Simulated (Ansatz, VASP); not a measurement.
# HfO2 in VASP and in Ansatz

File INCAR:

```
SYSTEM = HfO2
PREC = Accurate ; ENCUT = 520
EDIFF = 1E-7 ; ISMEAR = 0
SIGMA = 0.014 ; LREAL = .False.
LASPH = .True. ; NELM = 80
ALGO = Fast ; ISIF = 2
LWAVE = .False. ; LCHARG = .False.
GGA = PE ; NBANDS = 56
```

File KPOINTS:

```
regular mesh
0
Gamma
  5 5 5
  0 0 0
```

Contents of POSCAR:

```
HfO2
1.0
    5.1180000000      0.0000000000      0.0000000000
    0.0000000000      5.1857000000      0.0000000000
   -0.8586630598      0.0000000000      5.2138671406
Hf O
4 8
Direct
    0.2755000000      0.4603000000      0.7080000000
    0.7245000000      0.9603000000      0.7920000000
    0.7245000000      0.5397000000      0.2920000000
    0.2755000000      0.0397000000      0.2080000000
    0.0742000000      0.1684000000      0.8467000000
    0.9258000000      0.6684000000      0.6533000000
    0.9258000000      0.8316000000      0.1533000000
    0.0742000000      0.3316000000      0.3467000000
    0.4487000000      0.7419000000      0.9801000000
    0.5513000000      0.2419000000      0.5199000000
    0.5513000000      0.2581000000      0.0199000000
    0.4487000000      0.7581000000      0.4801000000
```

The input input.yaml:

```yaml
crystal:
  lattice:
    - [5.118, 0.0, 0.0]
    - [0.0, 5.1857, 0.0]
    - [-0.8586630598, 0.0, 5.2138671406]
  atoms:
    - { symbol: Hf, position: [0.2755, 0.4603, 0.708] }
    - { symbol: Hf, position: [0.7245, 0.9603, 0.792] }
    - { symbol: Hf, position: [0.7245, 0.5397, 0.292] }
    - { symbol: Hf, position: [0.2755, 0.0397, 0.208] }
    - { symbol: O, position: [0.0742, 0.1684, 0.8467] }
    - { symbol: O, position: [0.9258, 0.6684, 0.6533] }
    - { symbol: O, position: [0.9258, 0.8316, 0.1533] }
    - { symbol: O, position: [0.0742, 0.3316, 0.3467] }
    - { symbol: O, position: [0.4487, 0.7419, 0.9801] }
    - { symbol: O, position: [0.5513, 0.2419, 0.5199] }
    - { symbol: O, position: [0.5513, 0.2581, 0.0199] }
    - { symbol: O, position: [0.4487, 0.7581, 0.4801] }
hamiltonian:
  xc: pbe
  pseudopotentials: { kind: paw }
kpoints:
  mp_grid: { grid: [5, 5, 5] }
scf:
  occupations: { method: gaussian, width: 0.014 }
output:
  forces: true
  stress: true
  eigenvalues: true
```

Alike in both runs: task single point; functional PBE; k mesh 5 × 5 × 5; occupations gaussian, width 0.014 eV; no spin polarisation.

```csv
,VASP,Ansatz
version,VASP 6.6.1,Ansatz 0.2.0
potentials or method,"VASP PAW PBE potentials, release 64 (Hf_pv, O)",Ansatz PAW
plane-wave cutoff (eV),520,420
valence electrons in the cell,88,152
```

Ansatz gave:

* gap on the k mesh at the Fermi level (eV): 4.21
* least direct gap on the mesh (eV): 4.27
* pressure (GPa): 5.9
* largest component of the traceless stress (GPa): 0.66
* rms of the force components (eV/Å): 0.186

Estimate VASP's values.

gap on the k mesh at the Fermi level (eV): 4.16; least direct gap on the mesh (eV): 4.23; pressure (GPa): 2.7; largest component of the traceless stress (GPa): 0.68; rms of the force components (eV/Å): 0.169.

Atom by atom the forces differ by 0.034 eV/Å (rms over components). The two sets of potentials don't hold the same shells in valence.

Caveats: spin-orbit coupling is left out, which moves the levels of the heavy elements; an odd mesh through Γ misses points on the zone boundary, where band edges often lie (VASP); odd divisions of the mesh miss points on the zone boundary, where band edges often lie, so the gap on the mesh can be too wide (Ansatz); the pressure holds a Pulay correction of +0.8 GPa for the finite cutoff (Ansatz). Expect the measured gap to be larger: semilocal functionals such as PBE lack the derivative discontinuity.
